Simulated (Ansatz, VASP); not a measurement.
## Ge in VASP and in Ansatz

Contents of INCAR:

```
PREC = Accurate
ENCUT = 600
EDIFF = 1E-6
ISMEAR = 0
SIGMA = 0.1
LREAL = F
LASPH = T
NELM = 100
ALGO = Normal
ISIF = 3
LWAVE = F
LCHARG = F
GGA = PE
IBRION = 2
NSW = 90
EDIFFG = -0.04
```

The input KPOINTS:

```
Automatic mesh
0
Gamma
  4 4 4
```

File POSCAR:

```
Ge
1.0
    2.7199597826     -6.7581804041      0.0000000000
    2.7199597826      6.7581804041      0.0000000000
   -1.0310440034      0.0000000000      3.9354121700
Ge
6
Direct
    0.1908288429      0.5318934363      0.4563324935
    0.8091711571      0.4681065637      0.5436675065
    0.5318934363      0.1908288429      0.9563324935
    0.4681065637      0.8091711571      0.0436675065
    0.9474850811      0.0525149189      0.2500000000
    0.0525149189      0.9474850811      0.7500000000
```

Input for Ansatz:

```yaml
crystal:
  lattice:
    - [2.7199597826, -6.7581804041, 0.0]
    - [2.7199597826, 6.7581804041, 0.0]
    - [-1.0310440034, 0.0, 3.93541217]
  atoms:
    - { symbol: Ge, position: [0.1908288429, 0.5318934363, 0.4563324935] }
    - { symbol: Ge, position: [0.8091711571, 0.4681065637, 0.5436675065] }
    - { symbol: Ge, position: [0.5318934363, 0.1908288429, 0.9563324935] }
    - { symbol: Ge, position: [0.4681065637, 0.8091711571, 0.0436675065] }
    - { symbol: Ge, position: [0.9474850811, 0.0525149189, 0.25] }
    - { symbol: Ge, position: [0.0525149189, 0.9474850811, 0.75] }
basis:
  ecutwfc: 420
kpoints:
  mp_grid: { grid: [4, 4, 4] }
hamiltonian:
  xc: pbe
scf:
  occupations: { method: gaussian, width: 0.1 }
  lower_state_search: "off"
output:
  forces: true
  stress: true
  eigenvalues: true
relax:
  adjacent_minimum: "off"
  f_tol: 0.04
  max_steps: 70
  cell: { stress_tol: 0.4 }
```

Alike in both runs: task relaxation of cell and atoms; functional PBE; k mesh 4 × 4 × 4; occupations gaussian, width 0.1 eV; no spin polarisation.

|  | VASP | Ansatz |
| --- | --- | --- |
| version | VASP 6.6.1 | Ansatz 0.2.0 |
| potentials or method | VASP PAW PBE potentials, release 64 (Ge_d) | scalar-relativistic, plane waves, PAW |
| plane-wave cutoff (eV) | 600 | 420 |
| valence electrons in the cell | 84 | 84 |

Ansatz gave:

| Quantity | Value |
| --- | --- |
| gap on the k mesh at the Fermi level, each at its own relaxed structure (eV) | 0.63 |
| relaxed volume (Å³/atom) | 24.10 |
| relaxed cell length with the largest relative difference (Å) | 4.065 |

Question: Estimate VASP's values.

Answer: gap on the k mesh at the Fermi level, each at its own relaxed structure (eV): 0.62; relaxed volume (Å³/atom): 24.10; relaxed cell length with the largest relative difference (Å): 4.070.

A k mesh can miss the band edges.
